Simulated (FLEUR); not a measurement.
# HfB2 (P6/mmm) in FLEUR: notebook, part 2 of 2

FLEUR MaX-R8.1 (later development tree). The steps go on from the part before.

## (3) Equation of state, SCAN, 9.31 Å³/atom (volume scaled by 0.94)

Changes to inp.xml since step 2:

```diff
@@ -6,3 +6,3 @@
    <calculationSetup>
-      <cutoffs Kmax="4.53" Gmax="14.0" GmaxXC="14.0" numbands="0"/>
+      <cutoffs Kmax="4.68" Gmax="14.5" GmaxXC="14.5" numbands="0"/>
       <scfLoop itmax="80" minDistance="0.0001" maxIterBroyd="30" imix="Anderson" alpha="0.05" precondParam="0.0" spinf="2.0" sdNocoIR="T"/>
@@ -27,3 +27,3 @@
       <xi:include xmlns:xi="http://www.w3.org/2001/XInclude" href="sym.xml"> </xi:include>
-      <bulkLattice scale="1.0">
+      <bulkLattice scale="0.9795861087">
          <bravaisMatrix>
@@ -52,3 +52,3 @@
       <species name="Boron (B)" element="B" atomicNumber="5">
-         <mtSphere radius="1.59" gridPoints="527" logIncrement="0.019"/>
+         <mtSphere radius="1.54" gridPoints="527" logIncrement="0.019"/>
          <atomicCutoffs lmax="8" lnonsphr="8"/>
```

Potentials or basis: all-electron, FLAPW.

Started as:

```bash
> inpgen -f crystal.txt -profile fastHighL
> # inp.xml edited to the form shown
> fleur_MPI
```

What it wrote:

```text
Welcome to FLEUR        (www.flapw.de)
      MaX-Release 8.1          (www.max-centre.eu)
 func_ids         267         263         267         263
 MetaGGA potential functional detected - V_tau will be computed
 Auxiliary Potential for radial basis: exchange=         117  correlation=         130
The functional 'SCAN exchange of Sun, Ruzsinszky, and Perdew' is an exchange functional, it belongs to the 'MGGA' family and is defined in the reference(s):
[1] J. Sun, A. Ruzsinszky, and J. P. Perdew.,  Phys. Rev. Lett. 115, 036402 (2015)
The functional 'SCAN correlation of Sun, Ruzsinszky, and Perdew' is a correlation functional, it belongs to the 'MGGA' family and is defined in the reference(s):
[1] J. Sun, A. Ruzsinszky, and J. P. Perdew.,  Phys. Rev. Lett. 115, 036402 (2015)
 Using same functional for VXC and EXC

 ========== k-point set info ==========
 Selected k-point list: default-1
 k-point list type: mesh
 10 x 10 x 8
[... 35 lines left out ...]
The functional 'Perdew, Burke & Ernzerhof' is a correlation functional, it belongs to the 'GGA' family and is defined in the reference(s):
[1] J. P. Perdew, K. Burke, and M. Ernzerhof.,  Phys. Rev. Lett. 77, 3865 (1996)
[2] J. P. Perdew, K. Burke, and M. Ernzerhof.,  Phys. Rev. Lett. 78, 1396 (1997)
 Using same functional for VXC and EXC
Nuclear radius smaller than smallest radial mesh point for atom type 2 -- skipping its core isomer shift
[... 114 lines left out ...]
[2] J. P. Perdew, K. Burke, and M. Ernzerhof.,  Phys. Rev. Lett. 78, 1396 (1997)
 Using same functional for VXC and EXC
Nuclear radius smaller than smallest radial mesh point for atom type 2 -- skipping its core isomer shift
Nuclear radius smaller than smallest radial mesh point for atom type 2 -- skipping its isomer shift
 Iteration:    16   Distance:       0.00045277 me/bohr^3
The functional 'Hammer, Hansen, and Norskov' is an exchange functional, it belongs to the 'GGA' family and is defined in the reference(s):
[1] B. Hammer, L. B. Hansen, and J. K. Nørskov.,  Phys. Rev. B 59, 7413 (1999)
The functional 'Perdew, Burke & Ernzerhof' is a correlation functional, it belongs to the 'GGA' family and is defined in the reference(s):
[1] J. P. Perdew, K. Burke, and M. Ernzerhof.,  Phys. Rev. Lett. 77, 3865 (1996)
[2] J. P. Perdew, K. Burke, and M. Ernzerhof.,  Phys. Rev. Lett. 78, 1396 (1997)
 Using same functional for VXC and EXC
Nuclear radius smaller than smallest radial mesh point for atom type 2 -- skipping its core isomer shift
Nuclear radius smaller than smallest radial mesh point for atom type 2 -- skipping its isomer shift
 Iteration:    17   Distance:       0.00002476 me/bohr^3

 ********************************************************************
 Run finished successfully
 Stop message:
   all done
 ********************************************************************
```

out.xml (last iteration):

```text
<iteration numberForCurrentRun="   17" overallNumber="   17">
         <energyParameters units="Htr">
            <atomicEP atomType="1" spin="1" branch="6s" branchLowest="-1.69" branchHighest="1.99" value="0.3375058784"/>
            <atomicEP atomType="1" spin="1" branch="6p" branchLowest="-0.49" branchHighest="2.82" value="0.4658687655"/>
            <atomicEP atomType="1" spin="1" branch="5d" branchLowest="-6.82" branchHighest="1.04" value="0.5009654903"/>
            <atomicEP atomType="1" spin="1" branch="4f" branchLowest="-9.99" branchHighest="0.14" value="0.1617337277"/>
[... 115 lines left out ...]
            </atomTypeDependentContributions>
            <tkbTimesEntropy value="0.0000925998"/>
            <freeEnergy value="-15147.2751824949"/>
            <extrapolationTo0K value="-15147.2751361950"/>
         </totalEnergy>
         <densityConvergence units="me/bohr^3">
            <chargeDensity spin="1" distance="0.0000247552"/>
         </densityConvergence>
      </iteration>
```

Wall time 83 s (1 thread of Arm Neoverse V1, shared host); peak memory 0.09 GiB.

Results:

- Free energy: -412178.3556 eV
- Band gap on the k mesh: none (metal or under the smearing width)
- Valence electrons inside the program's atomic spheres: Hf 24.66; B 1.48 (radii Hf 2.66, B 1.54 bohr)

Caveat: the meta-GGA is that of a development version, with a GGA for the radial functions and cores and without core tails.

## (4) Equation of state, SCAN, 9.51 Å³/atom (volume scaled by 0.96)

Changes to inp.xml since step 3:

```diff
@@ -27,3 +27,3 @@
       <xi:include xmlns:xi="http://www.w3.org/2001/XInclude" href="sym.xml"> </xi:include>
-      <bulkLattice scale="0.9795861087">
+      <bulkLattice scale="0.9864848297">
          <bravaisMatrix>
```

Started as:

```bash
> inpgen -f crystal.txt -profile fastHighL
> # inp.xml edited to the form shown
> fleur_MPI
```

Run time: 85 s. Hardware: 1 thread of Arm Neoverse V1, shared host; peak memory 0.09 GiB.

The run converged. Its results:

```yaml
Free_energy: -412178.3942 eV
Band_gap_on_the_k_mesh: none (metal or under the smearing width)
Valence_electrons_inside_the_program's_atomic_spheres: Hf 24.59; B 1.46 (radii Hf 2.66, B 1.54 bohr)
```

Caveat: the meta-GGA is that of a development version, with a GGA for the radial functions and cores and without core tails.

## (5) Equation of state, SCAN, 9.90 Å³/atom

Changes to inp.xml since step 4:

```diff
@@ -27,3 +27,3 @@
       <xi:include xmlns:xi="http://www.w3.org/2001/XInclude" href="sym.xml"> </xi:include>
-      <bulkLattice scale="0.9864848297">
+      <bulkLattice scale="1.0000000000">
          <bravaisMatrix>
```

Started as:

```bash
> inpgen -f crystal.txt -profile fastHighL
> # inp.xml edited to the form shown
> fleur_MPI
```

It took 90 s on 1 thread of Arm Neoverse V1, shared host; peak memory 0.09 GiB.

The run converged. Its results:

```yaml
Free_energy: -412178.4065 eV
Band_gap_on_the_k_mesh: none (metal or under the smearing width)
Valence_electrons_inside_the_program's_atomic_spheres: Hf 24.47; B 1.42 (radii Hf 2.66, B 1.54 bohr)
```

Caveat: the meta-GGA is that of a development version, with a GGA for the radial functions and cores and without core tails.

## (6) Equation of state, SCAN, 10.30 Å³/atom (volume scaled by 1.04)

Changes to inp.xml since step 5:

```diff
@@ -27,3 +27,3 @@
       <xi:include xmlns:xi="http://www.w3.org/2001/XInclude" href="sym.xml"> </xi:include>
-      <bulkLattice scale="1.0000000000">
+      <bulkLattice scale="1.0131594038">
          <bravaisMatrix>
```

Potentials or basis: all-electron, FLAPW.

Started as:

```bash
> inpgen -f crystal.txt -profile fastHighL
> # inp.xml edited to the form shown
> fleur_MPI
```

It took 1.7 min on 1 thread of Arm Neoverse V1, shared host; peak memory 0.1 GiB.

The run converged. Its results:

* Free energy: -412178.3443 eV
* Band gap on the k mesh: none (metal or under the smearing width)
* Valence electrons inside the program's atomic spheres: Hf 24.37; B 1.38 (radii Hf 2.66, B 1.54 bohr)

Caveat: the meta-GGA is that of a development version, with a GGA for the radial functions and cores and without core tails.

## (7) Equation of state, SCAN, 10.50 Å³/atom (volume scaled by 1.06)

Changes to inp.xml since step 6:

```diff
@@ -27,3 +27,3 @@
       <xi:include xmlns:xi="http://www.w3.org/2001/XInclude" href="sym.xml"> </xi:include>
-      <bulkLattice scale="1.0131594038">
+      <bulkLattice scale="1.0196128224">
          <bravaisMatrix>
```

Started as:

```bash
> inpgen -f crystal.txt -profile fastHighL
> # inp.xml edited to the form shown
> fleur_MPI
```

Run time: 94 s. Hardware: 1 thread of Arm Neoverse V1, shared host; peak memory 0.09 GiB.

Results (log left out):

```
Free energy                                           : -412178.2898 eV
Band gap on the k mesh                                : none (metal or under the smearing width)
Valence electrons inside the program's atomic spheres : Hf 24.32; B 1.37 (radii Hf 2.66, B 1.54 bohr)
```

Caveat: the meta-GGA is that of a development version, with a GGA for the radial functions and cores and without core tails.

## (8) Equation of state, SCAN

No new run: the results of the series are fitted here.

What came out:

```yaml
Equilibrium_volume: 9.76 Å³/atom
Bulk_modulus_at_fixed_shape_and_positions: 263 GPa
```

Energy against volume, from the lowest point:
```tsv
volume (Å³/atom)	energy (meV/atom)
9.311	16.97
9.509	4.09
9.905	0.00
10.301	20.74
10.499	38.89
```

Caveat: the meta-GGA is that of a development version, with a GGA for the radial functions and cores and without core tails; the cell was scaled at fixed shape and fractional positions, which overstates the stiffness of a crystal with free parameters, most of all of layers and chains.
